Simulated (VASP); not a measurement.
# GaCuSe2 (I-42d) in VASP: further runs, part 2 of 2

VASP 6.6.1. The steps go on from the part before.

## 4. Relaxation of cell and atoms, PBEsol

Contents of INCAR:

```
PREC     = Accurate       # precision mode
ENCUT    = 600            # plane-wave cutoff, eV
EDIFF    = 1E-6           # SCF threshold, eV
ISMEAR   = 1              # smearing method
SIGMA    = 0.1            # smearing width, eV
LREAL    = F              # projectors in reciprocal space
LASPH    = T              # aspherical terms in the spheres
NELM     = 80             # most SCF steps
ALGO     = Normal         # electronic algorithm
ISIF     = 3              # what is computed and relaxed
LWAVE    = F              # write WAVECAR
LCHARG   = F              # write CHGCAR
GGA      = PS             # functional
IBRION   = 2              # ionic algorithm
NSW      = 90             # ionic steps
EDIFFG   = -0.01          # ionic threshold
KPAR     = 4
```

Contents of KPOINTS:

```
Automatic mesh
0
Gamma
  10 10 10
```

Contents of POSCAR:

```
GaCuSe2
1.0
   -2.8095500000      2.8095500000      5.5130000000
    2.8095500000     -2.8095500000      5.5130000000
    2.8095500000      2.8095500000     -5.5130000000
Ga Cu Se
2 2 4
Direct
    0.5000000000      0.5000000000      0.0000000000
    0.2500000000      0.7500000000      0.5000000000
    0.0000000000      0.0000000000      0.0000000000
    0.7500000000      0.2500000000      0.5000000000
    0.3750000000      0.3756200000      0.5006200000
    0.6243800000      0.1250000000      0.9993800000
    0.8750000000      0.8743800000      0.4993800000
    0.1256200000      0.6250000000      0.0006200000
```

Launch:

```sh
> cat potpaw_PBE.64/Ga_d/POTCAR potpaw_PBE.64/Cu/POTCAR potpaw_PBE.64/Se/POTCAR > POTCAR
> mpirun -np 4 vasp_std > vasp.out
```

It took 20 min on 4 MPI ranks of Intel Xeon 6975P-C (Granite Rapids), shared host; peak memory 1.1 GiB.

The run converged. Its results:

```
Free energy                            : -34.4089 eV
Relaxed volume                         : 21.54 Å³/atom
Relaxed cell                           : a = 6.800 Å, b = 6.800 Å, c = 6.800 Å, α = 131.59°, β = 131.59°, γ = 70.88°
Space group after relaxing (to 0.05 Å) : I-42d (No. 122)
Energy gained by relaxing              : 5.4 meV/atom
Ionic steps                            : 12
Pressure after relaxing                : 0.0 GPa
Largest force after relaxing           : 0.004 eV/Å
Band gap on the k mesh                 : 0.14 eV, direct
```

Forces in eV/Å, atoms in the order of the input:
```
Ga   0.000  0.000  0.000
Ga   0.000  0.000  0.000
Cu   0.000  0.000  0.000
Cu   0.000  0.000  0.000
Se   0.004  0.000  0.000
Se   0.000 -0.004  0.000
Se  -0.004  0.000  0.000
Se   0.000  0.004  0.000
```

Step by step:
| step | energy change (eV) | largest force (eV/Å) | pressure (GPa) | volume (Å³) |
| --- | --- | --- | --- | --- |
| 1 | 0.0000 | 0.4123 | -0.49 | 174.07 |
| 2 | -0.0288 | 0.2432 | 0.05 | 172.40 |
| 3 | -0.0378 | 0.0799 | 0.61 | 170.89 |
| 4 | -0.0417 | 0.0240 | -0.27 | 172.82 |
| 5 | -0.0420 | 0.0006 | -0.04 | 172.36 |
| 6 | -0.0420 | 0.0009 | -0.06 | 172.39 |
| 7 | -0.0425 | 0.0059 | -0.04 | 172.33 |
| 8 | -0.0428 | 0.0122 | 0.04 | 172.25 |
| 9 | -0.0428 | 0.0140 | 0.01 | 172.21 |
| 10 | -0.0428 | 0.0150 | 0.04 | 172.20 |
| 11 | -0.0428 | 0.0144 | 0.02 | 172.20 |
| 12 | -0.0428 | 0.0041 | 0.01 | 172.29 |

Final structure:
```cif
data_structure
_symmetry_space_group_name_H-M 'P 1'
_symmetry_Int_Tables_number 1
_cell_length_a 6.8001
_cell_length_b 6.8001
_cell_length_c 6.8001
_cell_angle_alpha 131.586
_cell_angle_beta 131.586
_cell_angle_gamma 70.884
_cell_volume 172.29
loop_
_atom_site_label
_atom_site_type_symbol
_atom_site_fract_x
_atom_site_fract_y
_atom_site_fract_z
_atom_site_occupancy
Ga1 Ga 0.50000 0.50000 0.00000 1
Ga2 Ga 0.25000 0.75000 0.50000 1
Cu1 Cu 0.00000 0.00000 0.00000 1
Cu2 Cu 0.75000 0.25000 0.50000 1
Se1 Se 0.37500 0.36721 0.49221 1
Se2 Se 0.63279 0.12500 0.00779 1
Se3 Se 0.87500 0.88279 0.50779 1
Se4 Se 0.11721 0.62500 0.99221 1
```

Levels at points of the mesh, in eV from the valence-band top:
```csv
k point,band 34,band 35,band 36,band 37,band 38,band 39
"(0.00, 0.00, 0.00)",-0.09,-0.09,0.00,0.14,1.78,2.10
"(0.50, 0.00, 0.00)",-1.32,-1.24,-0.62,2.15,2.50,3.10
"(0.50, 0.50, 0.00)",-0.89,-0.53,-0.53,1.04,1.04,3.31
"(0.50, 0.50, 0.50)",-1.30,-0.99,-0.99,1.71,1.71,1.78
```

Caveat: the PAW data sets were made with another functional, which shifts forces and pressure a little.

## 5. Relaxation of cell and atoms, PBEsol

This run uses another cell than the first one, of 21.54 Å³/atom, 0.990 times its volume.

INCAR, as its differences from that of step 4:

```diff
@@ -2,3 +2,3 @@
 ENCUT    = 600            # plane-wave cutoff, eV
-EDIFF    = 1E-6           # SCF threshold, eV
+EDIFF    = 1E-7           # SCF threshold, eV
 ISMEAR   = 1              # smearing method
@@ -15,3 +15,3 @@
 NSW      = 90             # ionic steps
-EDIFFG   = -0.01          # ionic threshold
+EDIFFG   = -0.005         # ionic threshold
 KPAR     = 4
```

KPOINTS is that of step 4.

Contents of POSCAR:

```
GaCuSe2                                 
1.0
   -2.7882980071      2.7882980071      5.5400700783
    2.7882980071     -2.7882980071      5.5400700783
    2.7882980071      2.7882980071     -5.5400700783
  Ga              Cu              Se            
     2     2     4
Direct
     0.5000000000000000    0.5000000000000000    0.0000000000000000
     0.2500000000000000    0.7500000000000000    0.5000000000000000
     1.0000000000000000    0.0000000000000000    0.0000000000000000
     0.7500000000000000    0.2500000000000000    0.5000000000000000
     0.3750000000000000    0.3672140960340519    0.4922140960340519
     0.6327859039659482    0.1250000000000000    0.0077859039659481
     0.8750000000000000    0.8827859039659482    0.5077859039659482
     0.1172140960340519    0.6250000000000000    0.9922140960340518
```

Potentials or basis: VASP PAW PBE potentials, release 64 (Ga_d, Cu, Se).

Launch:

```sh
> cat potpaw_PBE.64/Ga_d/POTCAR potpaw_PBE.64/Cu/POTCAR potpaw_PBE.64/Se/POTCAR > POTCAR
> mpirun -np 4 vasp_std > vasp.out
```

OUTCAR:

```text
PREC = Accurate
   ENCUT = 600
   EDIFF = 1E-7
   ISMEAR = 1
   LREAL = F
   LASPH = T
   NELM = 80
   ISIF = 3
   GGA = PS
   IBRION = 2
   NSW = 90
   EDIFFG = -0.005

 ion  position               nearest neighbor table
   1  0.500  0.500  0.000-   7 2.43   6 2.43   8 2.43   5 2.43
   2  0.250  0.750  0.500-   6 2.43   5 2.43   7 2.43   8 2.43
   3  0.000  0.000  0.000-   5 2.38   6 2.38   7 2.38   8 2.38
   4  0.750  0.250  0.500-   8 2.38   6 2.38   7 2.38   5 2.38
   5  0.375  0.367  0.492-   3 2.38   4 2.38   1 2.43   2 2.43
   6  0.633  0.125  0.008-   3 2.38   4 2.38   1 2.43   2 2.43
   7  0.875  0.883  0.508-   3 2.38   4 2.38   2 2.43   1 2.43
   8  0.117  0.625  0.992-   4 2.38   3 2.38   2 2.43   1 2.43

  LATTYP: Found a body centered tetragonal cell.
 ALAT       =     5.5765960142
 C/A-ratio  =     1.9869002754

  Lattice vectors:

 A1 = (  -2.7882980071,   2.7882980071,   5.5400700783)
 A2 = (   2.7882980071,  -2.7882980071,   5.5400700783)
 A3 = (   2.7882980071,   2.7882980071,  -5.5400700783)

Analysis of symmetry for initial positions (statically):
=====================================================================
 Subroutine PRICEL returns:
 Original cell was already a primitive cell.

 Routine SETGRP: Setting up the symmetry group for a
 body centered tetragonal supercell.

 Subroutine GETGRP returns: Found  8 space group operations
 (whereof  4 operations were pure point group operations)
 out of a pool of 16 trial point group operations.

The static configuration has the point symmetry S_4 .
 The point group associated with its full space group is D_2d.

Analysis of symmetry for dynamics (positions and initial velocities):
=====================================================================
 Subroutine PRICEL returns:
 Original cell was already a primitive cell.

 Routine SETGRP: Setting up the symmetry group for a
 body centered tetragonal supercell.

 Subroutine GETGRP returns: Found  8 space group operations
 (whereof  4 operations were pure point group operations)
 out of a pool of 16 trial point group operations.

The dynamic configuration has the point symmetry S_4 .
 The point group associated with its full space group is D_2d.

 Subroutine INISYM returns: Found  8 space group operations
 (whereof  4 operations are pure point group operations),
 and found     1 'primitive' translations

----------------------------------------------------------------------------------------

                                     Primitive cell

  volume of cell :     172.2874

  direct lattice vectors                    reciprocal lattice vectors
    -2.788298007  2.788298007  5.540070078     0.000000000  0.179320861  0.090251566
     2.788298007 -2.788298007  5.540070078     0.179320861  0.000000000  0.090251566
     2.788298007  2.788298007 -5.540070078     0.179320861  0.179320861  0.000000000

  length of vectors
     6.800116766  6.800116766  6.800116766     0.200751878  0.200751878  0.253597994

  position of ions in fractional coordinates (direct lattice)
     0.500000000  0.500000000  0.000000000
     0.250000000  0.750000000  0.500000000
     0.000000000  0.000000000  0.000000000
[... 68 lines left out ...]
  0.400000  0.300000  0.000000     16.000000
 [... further k-points ...]
   k-points           NKPTS =    102   k-points in BZ     NKDIM =    102   number of bands    NBANDS=     43
   number of dos      NEDOS =    301   number of ions     NIONS =      8
   total plane-waves  NPLWV = 157464
   dimension x,y,z NGX =    54 NGY =   54 NGZ =   54
   dimension x,y,z NGXF=   108 NGYF=  108 NGZF=  108
   ions per type =               2   2   4
   NGX,Y,Z   is equivalent  to a cutoff of  13.20, 13.20, 13.20 a.u.
   NGXF,Y,Z  is equivalent  to a cutoff of  26.40, 26.40, 26.40 a.u.
 SYSTEM =  unknown system
   PREC   = accura    normal or accurate (medium, high low for compatibility)
   ISTART =      0    job   : 0-new  1-cont  2-samecut
   ICHARG =      2    charge: 1-file 2-atom 10-const
   ISPIN  =      1    spin polarized calculation?
   LNONCOLLINEAR =      F non collinear calculations
   LSORBIT =      F    spin-orbit coupling
   LASPH  =      T    aspherical Exc in radial PAW
   ENCUT  =  600.0 eV  44.10 Ry    6.64 a.u.  13.58 13.58 13.58*2*pi/ulx,y,z
   NELM   =     80;   NELMIN=  2; NELMDL= -5     # of ELM steps
   EDIFF  = 0.1E-06   stopping-criterion for ELM
   LREAL  =      F    real-space projection
   EDIFFG = -.5E-02   stopping-criterion for IOM
   NSW    =     90    number of steps for IOM
   IBRION =      2    ionic relax: 0-MD 1-quasi-New 2-CG
   NFREE  =      1    steps in history (QN), initial steepest desc. (CG)
   ISIF   =      3    stress and relaxation
   ISYM   =      2    0-nonsym 1-usesym 2-fastsym
   POTIM  = 0.5000    time-step for ionic-motion
   TEBEG  =    0.0;   TEEND  =   0.0 temperature during run
   PSTRESS=    0.0 pullay stress
   NELECT =      72.0000    total number of electrons
   NUPDOWN=      -1.0000    fix difference up-down
   EMIN   =  10.00;   EMAX   =-10.00  energy-range for DOS
   EFERMI =   0.00;   METHOD = LEGACY
   ISMEAR =     1;   SIGMA  =   0.10  broadening in eV -4-tet -1-fermi 0-gaus
   EFERMI_NEDOS =   21; number of points for ismear=-14 and -15
   IALGO  =     38    algorithm
   IMIX   =      4    mixing-type and parameters
     AMIX     =   0.40;   BMIX     =  1.00
     AMIX_MAG =   1.60;   BMIX_MAG =  1.00
  volume/ion in A,a.u.               =      21.54       145.33
  Fermi-wavevector in a.u.,A,eV,Ry     =   1.223962  2.312952 20.382643  1.498082
  Thomas-Fermi vector in A             =   2.359053
   LORBIT       =      0    0 simple, 1 ext, 2 COOP (PROOUT), +10 PAW based schemes
   GGA     = PS    functional components
   LHFCALC =     F    Hartree Fock is set to
   AEXX    =    0.0000 exact exchange contribution
   IVDW    =     0    specifies the selected vdW correction
   LEPSILON=     F    determine dielectric tensor
   LRPA    =     F    only Hartree local field effects (RPA)
 conjugate gradient relaxation of ions
 non-spin polarized calculation
 Methfessel and Paxton  Order N= 1 SIGMA  =   0.10
  energy-cutoff  :      600.00
  volume of cell :      172.29
 maximum number of plane-waves:      5784
   NGX = 27   NGY = 27   NGZ = 27

 number of electron      72.0000016 magnetization

 Free energy of the ion-electron system (eV)
  ---------------------------------------------------
  ext. energy  EPLUGINS =         0.00000000
  ---------------------------------------------------
  free energy    TOTEN  =       -34.40860947 eV

  energy without entropy =      -34.40919566  energy(sigma->0) =      -34.40880486

 E-fermi :   4.0050     XC(G=0):  -9.8851

 val. band max:        3.9560159177   @ k =   0.1000   0.0000  -0.0000
 cond. band min:       4.0186014558   @ k =   0.0000   0.0000   0.0000
 fundamental gap:      0.0625855381
 Fermi energy:         4.0049770405

 k-point     1 :       0.0000    0.0000    0.0000
  band No.  band energies     occupation
      1     -11.4991      2.00000
      2     -11.4972      2.00000
      3     -11.4972      2.00000
      4     -11.3443      2.00000
      5     -11.3295      2.00000
      6     -11.3295      2.00000
[... 1093 lines left out ...]
     42       8.2634      0.00000
     43       8.8454      0.00000

 [... further k-points ...]

------------------------ aborting loop because EDIFF is reached ----------------------------------------

  FORCE on cell =-STRESS in cart. coord.  units (eV):
  Direction    XX          YY          ZZ          XY          YZ          ZX
  --------------------------------------------------------------------------------------
  -------------------------------------------------------------------------------------
  Total       -0.0171327     -0.0171327     -0.0087251      0.0000000      0.0000000      0.0000000
  in kB       -0.1593248     -0.1593248     -0.0811386      0.0000000      0.0000000      0.0000000
  external PRESSURE =      -0.1332627 kB  Pullay stress =       0.0000000 kB

 VOLUME and BASIS-vectors are now :
 -----------------------------------------------------------------------------
  energy-cutoff  :      600.00
  volume of cell :      172.29
      direct lattice vectors                 reciprocal lattice vectors
    -2.788298007  2.788298007  5.540070078     0.000000000  0.179320861  0.090251566
     2.788298007 -2.788298007  5.540070078     0.179320861  0.000000000  0.090251566
     2.788298007  2.788298007 -5.540070078     0.179320861  0.179320861  0.000000000

 POSITION                                       TOTAL-FORCE (eV/Angst)
 -----------------------------------------------------------------------------------
      0.00000      0.00000      5.54007         0.000000     -0.000000      0.000000
      2.78830      0.00000      2.77004         0.000000     -0.000000      0.000000
      0.00000      0.00000      0.00000         0.000000     -0.000000      0.000000
      0.00000      2.78830      2.77004         0.000000     -0.000000     -0.000000
      1.35073      1.39415      1.38502         0.004259     -0.000000     -0.000000
     -1.39415      1.43757      4.15505         0.000000     -0.004259      0.000000
      1.43757      1.39415      6.92509        -0.004259     -0.000000      0.000000
      4.18245      1.35073     -1.38502         0.000000      0.004259     -0.000000
 -----------------------------------------------------------------------------------
    total drift:                                0.000003      0.000003      0.000002

  FREE ENERGIE OF THE ION-ELECTRON SYSTEM (eV)
  ---------------------------------------------------
  free  energy   TOTEN  =       -34.4086094684 eV

  energy  without entropy=      -34.4091956565  energy(sigma->0) =      -34.40880486

 reached required accuracy - stopping structural energy minimisation
```

Run time: 3.3 min. Hardware: 4 MPI ranks of Intel Xeon 6975P-C (Granite Rapids), shared host; peak memory 1 GiB.

Results:

```
Free energy                  : -34.4086 eV
Pressure after relaxing      : 0.0 GPa
Largest force after relaxing : 0.004 eV/Å
Band gap on the k mesh       : 0.14 eV, direct
```

Forces on the atoms (eV/Å):
```
Ga   0.000  0.000  0.000
Ga   0.000  0.000  0.000
Cu   0.000  0.000  0.000
Cu   0.000  0.000  0.000
Se   0.004  0.000  0.000
Se   0.000 -0.004  0.000
Se  -0.004  0.000  0.000
Se   0.000  0.004  0.000
```

Final structure:
```cif
data_structure
_symmetry_space_group_name_H-M 'P 1'
_symmetry_Int_Tables_number 1
_cell_length_a 6.8001
_cell_length_b 6.8001
_cell_length_c 6.8001
_cell_angle_alpha 131.586
_cell_angle_beta 131.586
_cell_angle_gamma 70.884
_cell_volume 172.29
loop_
_atom_site_label
_atom_site_type_symbol
_atom_site_fract_x
_atom_site_fract_y
_atom_site_fract_z
_atom_site_occupancy
Ga1 Ga 0.50000 0.50000 0.00000 1
Ga2 Ga 0.25000 0.75000 0.50000 1
Cu1 Cu 0.00000 0.00000 0.00000 1
Cu2 Cu 0.75000 0.25000 0.50000 1
Se1 Se 0.37500 0.36721 0.49221 1
Se2 Se 0.63279 0.12500 0.00779 1
Se3 Se 0.87500 0.88279 0.50779 1
Se4 Se 0.11721 0.62500 0.99221 1
```

Caveat: the relaxation stopped at its first step, so nothing moved; the PAW data sets were made with another functional, which shifts forces and pressure a little.
